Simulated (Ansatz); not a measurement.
CaF$_{2}$ (fluorite)

```yaml
crystal:
  lattice:
    - [0.00000, 5.43914, 5.43914]
    - [2.71957, 2.71957, 5.43914]
    - [2.71957, 2.71957, 0.00000]
  atoms:
    - { symbol: Ca, position: [0.00000, 0.00000, 0.00000] }
    - { symbol: Ca, position: [0.50000, 0.00000, 0.00000] }
    - { symbol: F, position: [0.00000, 0.25000, 0.25000] }
    - { symbol: F, position: [0.50000, 0.25000, 0.25000] }
    - { symbol: F, position: [0.00000, 0.75000, 0.75000] }
    - { symbol: F, position: [0.50000, 0.75000, 0.75000] }
```

A phonon eigenvector at X = (0.5, 0.5, 0.0) is frozen into this cell: atom i moves by Q times the vector below, so Q is the largest atomic displacement, in Å. The cell is held. It is one choice among 2 degenerate patterns. (q is in reciprocal vectors of the primitive cell; the cell shown is doubled to hold the pattern.)

```csv
atom,x,y,z
Ca1,-0.235,0.000,0.000
Ca2,0.235,0.000,0.000
F3,0.000,1.000,0.000
F4,0.000,-1.000,0.000
F5,0.000,1.000,0.000
F6,0.000,-1.000,0.000
```

All values below come from r2SCAN (plane waves to 500 eV, PAW, scalar-relativistic; Ansatz, a quantum-chemistry and plane-wave program). k mesh 11×11×11 (Γ-centred), Fermi-Dirac smearing 0.05 eV. E stands for the smeared free energy. CaF2 was relaxed with its symmetry unable to fall. The zero of ΔE is the undisplaced structure.

| Q (Å) | ΔE (meV/cell) |
|---|---|
| -0.180 | 592 |
| -0.150 | 402 |
| -0.120 | 253 |
| -0.090 | 140 |
| -0.060 | withheld |
| -0.030 | 15 |
| 0.000 | 0 |
| 0.030 | 15 |
| 0.060 | withheld |
| 0.090 | 140 |
| 0.120 | 253 |
| 0.150 | 402 |
| 0.180 | 592 |

Question: Fit an even polynomial form (powers 2, 4) to the given rows and predict ΔE at Q = 0.060.

Answer: Least squares on the 11 given rows: ΔE = (16970)·Q² + (40000)·Q⁴, in meV/cell with Q in Å; root-mean-square residual 0.2 meV/cell. At 0.060 the fit gives 62 meV/cell; the calculation gives 62 meV/cell, the same to the digits shown. The quadratic term alone would give 61 meV/cell.

(For displaced atoms, the force is minus the slope of the energy, and its curvature is a force constant, which sets phonon frequencies.)
